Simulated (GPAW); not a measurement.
# CdS (Greenockite) (P6_3mc) in GPAW: relaxation of cell and atoms with PBE

Aim: the relaxation of cell and atoms of CdS (Greenockite) with PBE.

All numbers are computed with GPAW 26.7.0; they aren't measurements. Logs are shortened: lines on timing, memory, paths and dates and some standing lists are left out, and cuts for length are marked. The log counts tension as positive stress, the text compression.

## 1. The structure

Symmetry: P6_3mc, No. 186, hexagonal system. Conventional cell: a = 4.150 Å, b = 4.150 Å, c = 6.737 Å, α = 90.00°, β = 90.00°, γ = 120.00°. Cd (site symmetry 3m) has 4 S at 2.53 to 2.54 Å as nearest neighbours. S (site symmetry 3m) is surrounded by 4 Cd at 2.53 to 2.54 Å.

## 2. Relaxation of cell and atoms, PBE, target pressure 1 GPa, at which the enthalpy is minimised

File run.py:

```python
from ase.filters import FrechetCellFilter
from ase.io import read, write
from ase.optimize import LBFGS
from ase.units import GPa
from gpaw import GPAW, PW

atoms = read('CdS.cif')

calc = GPAW(mode=PW(600),
            xc='PBE',
            kpts={'size': (5, 5, 3), 'gamma': True},
            occupations={'name': 'fermi-dirac', 'width': 0.05},
            nbands=31,
            convergence={'density': 1e-06, 'energy': 1e-06, 'eigenstates': 1e-10},
            maxiter=150,
            txt='gpaw.txt')
atoms.calc = calc
opt = LBFGS(FrechetCellFilter(atoms, scalar_pressure=1 * GPa), trajectory='relax.traj', logfile='-')
done = opt.run(fmax=0.05, steps=100)
calc.write('gs.gpw')
write('result.traj', atoms)
print('Converged:', done)
print('Cell:', atoms.cell.cellpar().round(4))
print('Volume:', round(atoms.get_volume(), 4))
print(atoms.get_scaled_positions().round(5))
```

File CdS.cif:

```cif
data_CdS
_cell_length_a 4.15000000
_cell_length_b 4.15000000
_cell_length_c 6.73700000
_cell_angle_alpha 90.00000000
_cell_angle_beta 90.00000000
_cell_angle_gamma 120.00000000
_space_group_name_H-M_alt 'P1'
_space_group_name_Hall 'P 1'
_space_group_IT_number 1
loop_
_space_group_symop_operation_xyz
'x,y,z'
loop_
_atom_site_label
_atom_site_type_symbol
_atom_site_symmetry_multiplicity
_atom_site_Wyckoff_symbol
_atom_site_fract_x
_atom_site_fract_y
_atom_site_fract_z
_atom_site_occupancy
Cd1 Cd 1 a 0.6666666667 0.3333333333 0.5000000000 1
Cd2 Cd 1 a 0.3333333333 0.6666666667 0.0000000000 1
S1 S 1 a 0.6666666667 0.3333333333 0.8750000000 1
S2 S 1 a 0.3333333333 0.6666666667 0.3750000000 1
```

Potentials or basis: GPAW PAW data sets (gpaw-data 1.2.1), pw.

Started as:

```sh
$ OMP_NUM_THREADS=1 python run.py
```

gpaw.txt:

```text
__  _  _
 | _ |_)|_||  |
 |__||  | ||/\| - 26.7.0

Input parameters:
  mode=PW(ecut=600.0),
  convergence={'density': 1e-06, 'energy': 1e-06, 'eigenstates': 1e-10},
  kpts=MonkhorstPack(size=(5, 5, 3), gamma=True),
  maxiter=150,
  nbands=31,
  occupations=Occupations(name='fermi-dirac', width=0.05),
  xc=XC(name='PBE')

Diagonalizing LCAO Hamiltonian
Converting LCAO to pw mode

            S

            Cd
        S

        Cd

Atoms  # Å, Bohr magnetons
|   | symbol |         x |        y |        z |    initial magnetic moments |
|---|--------|-----------|----------|----------|-----------------------------|
| 0 |     Cd |  2.075000 | 1.198002 | 3.368500 | ( 0.0000,  0.0000,  0.0000) |
| 1 |     Cd | -0.000000 | 2.396004 | 0.000000 | ( 0.0000,  0.0000,  0.0000) |
| 2 |      S |  2.075000 | 1.198002 | 5.894875 | ( 0.0000,  0.0000,  0.0000) |
| 3 |      S | -0.000000 | 2.396004 | 2.526375 | ( 0.0000,  0.0000,  0.0000) |

Unit cell  # Å
| periodic |         x |        y |        z |  lengths |     angles |
|----------|-----------|----------|----------|----------|------------|
|      yes |  4.150000 | 0.000000 | 0.000000 | 4.150000 |  90.000000 |
|      yes | -2.075000 | 3.594005 | 0.000000 | 4.150000 |  90.000000 |
|      yes |  0.000000 | 0.000000 | 6.737000 | 6.737000 | 120.000000 |

Number of symmetries: 6
Symmetry operations  # r_c * U_cc + t_c -> r_c
|   | kind |            matrix            |
|---|------|------------------------------|
| 0 |  σ   |  1, 1, 0,  0,-1, 0,  0, 0, 1 |
| 1 |  E   |  1, 0, 0,  0, 1, 0,  0, 0, 1 |
| 2 |  C3  |  0, 1, 0, -1,-1, 0,  0, 0, 1 |
| 3 |  σ   |  0,-1, 0, -1, 0, 0,  0, 0, 1 |
| 4 |  σ   | -1, 0, 0,  1, 1, 0,  0, 0, 1 |
| 5 |  C3  | -1,-1, 0,  1, 0, 0,  0, 0, 1 |

BZ-sampling:
  Number of BZ points: 75
  Number of IBZ points: 12
[... 185 lines left out ...]
Gap: 1.175 eV
Transition (v -> c):
  (s=0, k=0, n=17, [0.00, 0.00, 0.00]) -> (s=0, k=0, n=18, [0.00, 0.00, 0.00])
No difference between direct/indirect transitions

Stress tensor  # eV/Ang^3
|         x |         y |         z |
|-----------|-----------|-----------|
| -0.010252 |  0.000000 | -0.000000 |
|  0.000000 | -0.010252 | -0.000000 |
| -0.000000 | -0.000000 | -0.013966 |

Forces  # eV/Ang
|        x |       y |        z |
|----------|---------|----------|
|  0.00000 | 0.00000 | -0.06431 |  # Cd   0
| -0.00000 | 0.00000 | -0.06430 |  # Cd   1
|  0.00000 | 0.00000 |  0.06430 |  # S    2
|  0.00000 | 0.00000 |  0.06431 |  # S    3

Interpolating wave functions to new cell

            S

            Cd
        S

        Cd

Atoms  # Å, Bohr magnetons
|   | symbol |         x |        y |         z |    initial magnetic moments |
|---|--------|-----------|----------|-----------|-----------------------------|
| 0 |     Cd |  2.075747 | 1.198433 |  3.369916 | ( 0.0000,  0.0000,  0.0000) |
| 1 |     Cd | -0.000000 | 2.396866 | -0.000919 | ( 0.0000,  0.0000,  0.0000) |
| 2 |      S |  2.075747 | 1.198433 |  5.899881 | ( 0.0000,  0.0000,  0.0000) |
| 3 |      S | -0.000000 | 2.396866 |  2.529046 | ( 0.0000,  0.0000,  0.0000) |

Unit cell  # Å
| periodic |         x |         y |        z |  lengths |     angles |
|----------|-----------|-----------|----------|----------|------------|
|      yes |  4.151493 | -0.000000 | 0.000000 | 4.151493 |  90.000000 |
|      yes | -2.075747 |  3.595299 | 0.000000 | 4.151493 |  90.000000 |
|      yes |  0.000000 |  0.000000 | 6.741671 | 6.741671 | 120.000000 |

Number of symmetries: 6
Symmetry operations  # r_c * U_cc + t_c -> r_c
|   | kind |            matrix            |
|---|------|------------------------------|
| 0 |  σ   |  1, 1, 0,  0,-1, 0,  0, 0, 1 |
| 1 |  E   |  1, 0, 0,  0, 1, 0,  0, 0, 1 |
| 2 |  C3  |  0, 1, 0, -1,-1, 0,  0, 0, 1 |
| 3 |  σ   |  0,-1, 0, -1, 0, 0,  0, 0, 1 |
| 4 |  σ   | -1, 0, 0,  1, 1, 0,  0, 0, 1 |
| 5 |  C3  | -1,-1, 0,  1, 0, 0,  0, 0, 1 |

BZ-sampling:
  Number of BZ points: 75
  Number of IBZ points: 12
[... 122 lines left out ...]
convergence criteria:
- Maximum integral of absolute [dens]ity change: 1e-06 electrons / valence electron
- Maximum [total energy] change in last 3 cyles: 1e-06 eV / valence electron
- Maximum integral of absolute [eigenst]ate change: 1e-10 eV^2 / valence electron
maximum number of iterations: 150

SCF iterations
|iter     | |      energy | eigst |  dens |
|---------|-|-------------|-------|-------|
|iter:   1| |  -12.673232 | -2.79 |       |
|iter:   2| |  -12.673128 | -4.82 | -2.74 |
|iter:   3| |  -12.672598 | -4.70 | -2.79 |
|iter:   4| |  -12.672540 | -5.39 | -3.37 |
|iter:   5| |  -12.672533 | -5.99 | -3.77 |
|iter:   6| |  -12.672533c| -7.27 | -4.37 |
|iter:   7| |  -12.672533c| -8.18 | -4.69 |
|iter:   8| |  -12.672533c| -9.41 | -5.33 |
|iter:   9| |  -12.672533c|-10.52c| -5.85 |
|iter:  10| |  -12.672533c|-10.84c| -6.39c|

Converged in 10 steps
Energy contributions relative to reference atoms: (reference = -326061.476468)

Energy contributions:
  Kinetic:          36.902369
  Coulomb:         -33.443704
  Zero:              0.289027
  External:          0.000000
  Xc:              -16.420226
  Entropy:          -0.000000
  Spinorbit:         0.000000
  ----------------------------
  Free energy:     -12.672533
  Extrapolated:    -12.672533

dipole moment: (-0.000009, -0.000016, 25.221043)  # |e|*Ang
[... 26 lines left out ...]
Gap: 1.172 eV
Transition (v -> c):
  (s=0, k=0, n=17, [0.00, 0.00, 0.00]) -> (s=0, k=0, n=18, [0.00, 0.00, 0.00])
No difference between direct/indirect transitions

Stress tensor  # eV/Ang^3
|         x |         y |         z |
|-----------|-----------|-----------|
| -0.009921 |  0.000000 |  0.000000 |
|  0.000000 | -0.009921 |  0.000000 |
|  0.000000 |  0.000000 | -0.012959 |

Forces  # eV/Ang
|        x |        y |        z |
|----------|----------|----------|
|  0.00000 |  0.00000 | -0.05229 |  # Cd   0
|  0.00000 | -0.00000 | -0.05229 |  # Cd   1
|  0.00000 |  0.00000 |  0.05230 |  # S    2
| -0.00000 |  0.00000 |  0.05229 |  # S    3

Interpolating wave functions to new cell

            S

            Cd
        S

        Cd

Atoms  # Å, Bohr magnetons
|   | symbol |         x |        y |         z |    initial magnetic moments |
|---|--------|-----------|----------|-----------|-----------------------------|
| 0 |     Cd |  2.081142 | 1.201548 |  3.380023 | ( 0.0000,  0.0000,  0.0000) |
| 1 |     Cd | -0.000000 | 2.403096 | -0.006834 | ( 0.0000,  0.0000,  0.0000) |
| 2 |      S |  2.081142 | 1.201548 |  5.933836 | ( 0.0000,  0.0000,  0.0000) |
| 3 |      S | -0.000000 | 2.403096 |  2.546978 | ( 0.0000,  0.0000,  0.0000) |

Unit cell  # Å
| periodic |         x |         y |         z |  lengths |     angles |
|----------|-----------|-----------|-----------|----------|------------|
|      yes |  4.162284 | -0.000000 | -0.000000 | 4.162284 |  90.000000 |
|      yes | -2.081142 |  3.604643 | -0.000000 | 4.162284 |  90.000000 |
|      yes |  0.000000 | -0.000000 |  6.773716 | 6.773716 | 120.000000 |

Number of symmetries: 6
Symmetry operations  # r_c * U_cc + t_c -> r_c
|   | kind |            matrix            |
|---|------|------------------------------|
| 0 |  σ   |  1, 1, 0,  0,-1, 0,  0, 0, 1 |
| 1 |  E   |  1, 0, 0,  0, 1, 0,  0, 0, 1 |
| 2 |  C3  |  0, 1, 0, -1,-1, 0,  0, 0, 1 |
| 3 |  σ   |  0,-1, 0, -1, 0, 0,  0, 0, 1 |
| 4 |  σ   | -1, 0, 0,  1, 1, 0,  0, 0, 1 |
| 5 |  C3  | -1,-1, 0,  1, 0, 0,  0, 0, 1 |

BZ-sampling:
  Number of BZ points: 75
  Number of IBZ points: 12
[... 128 lines left out ...]
SCF iterations
|iter     | |      energy | eigst |  dens |
|---------|-|-------------|-------|-------|
|iter:   1| |  -12.713162 | -1.18 |       |
|iter:   2| |  -12.708534 | -3.18 | -1.92 |
|iter:   3| |  -12.685118 | -3.06 | -1.96 |
|iter:   4| |  -12.682658 | -3.76 | -2.56 |
|iter:   5| |  -12.682385 | -4.38 | -2.96 |
|iter:   6| |  -12.682394 | -5.64 | -3.54 |
|iter:   7| |  -12.682398c| -6.54 | -3.86 |
|iter:   8| |  -12.682398c| -7.78 | -4.52 |
|iter:   9| |  -12.682399c| -8.92 | -5.04 |
|iter:  10| |  -12.682399c|-10.13c| -5.76 |
|iter:  11| |  -12.682399c|-10.36c| -6.17c|

Converged in 11 steps
Energy contributions relative to reference atoms: (reference = -326061.476468)

Energy contributions:
  Kinetic:          35.653295
  Coulomb:         -32.455505
  Zero:              0.291040
  External:          0.000000
  Xc:              -16.171229
  Entropy:          -0.000001
  Spinorbit:         0.000000
  ----------------------------
  Free energy:     -12.682399
  Extrapolated:    -12.682399

dipole moment: (-0.000009, -0.000016, 25.213642)  # |e|*Ang
[... 26 lines left out ...]
Gap: 1.150 eV
Transition (v -> c):
  (s=0, k=0, n=17, [0.00, 0.00, 0.00]) -> (s=0, k=0, n=18, [0.00, 0.00, 0.00])
No difference between direct/indirect transitions

Stress tensor  # eV/Ang^3
|         x |         y |         z |
|-----------|-----------|-----------|
| -0.007494 |  0.000000 |  0.000000 |
|  0.000000 | -0.007494 |  0.000000 |
|  0.000000 |  0.000000 | -0.006538 |

Forces  # eV/Ang
|        x |        y |        z |
|----------|----------|----------|
|  0.00000 |  0.00000 |  0.01864 |  # Cd   0
|  0.00000 |  0.00000 |  0.01865 |  # Cd   1
| -0.00000 | -0.00000 | -0.01866 |  # S    2
|  0.00000 |  0.00000 | -0.01868 |  # S    3

# Writing to gs.gpw (mode='')
```

It took 77 s on 1 thread of Arm Neoverse V1, shared host; peak memory 0.22 GiB.

Results:

```yaml
Free_energy: -12.6824 eV
Relaxed_volume: 25.41 Å³/atom
Relaxed_cell: a = 4.162 Å, b = 4.162 Å, c = 6.774 Å, α = 90.00°, β = 90.00°, γ = 120.00°
Space_group_after_relaxing_to_0.05_Å: P6_3mc (No. 186)
Energy_change_on_relaxing_the_enthalpy_is_what_falls: -2.9 meV/atom
Ionic_steps: 3
Pressure_after_relaxing: 1.1 GPa
Largest_force_after_relaxing: 0.019 eV/Å
Band_gap_on_the_k_mesh: 1.15 eV, direct
```

Forces on the atoms (eV/Å):
```
Cd   0.000  0.000  0.019
Cd   0.000  0.000  0.019
S    0.000  0.000 -0.019
S    0.000  0.000 -0.019
```

Step by step:
| step | energy change (eV) | largest force (eV/Å) | pressure (GPa) | volume (Å³) |
| --- | --- | --- | --- | --- |
| 1 | 0.0000 | 0.0643 | 1.84 | 100.48 |
| 2 | -0.0019 | 0.0523 | 1.75 | 100.63 |
| 3 | -0.0118 | 0.0187 | 1.15 | 101.63 |

Final structure:
```xyz
4
Lattice="4.1623 0.0000 0.0000 -2.0811 3.6046 0.0000 0.0000 0.0000 6.7737" Properties=species:S:1:pos:R:3 pbc="T T T"
Cd    2.0811    1.2015    3.3800
Cd    0.0000    2.4031   -0.0068
S     2.0811    1.2015    5.9338
S     0.0000    2.4031    2.5470
```

Caveat: later steps reuse the first step's grids. PBE usually gives volumes a little too large and moduli too small.
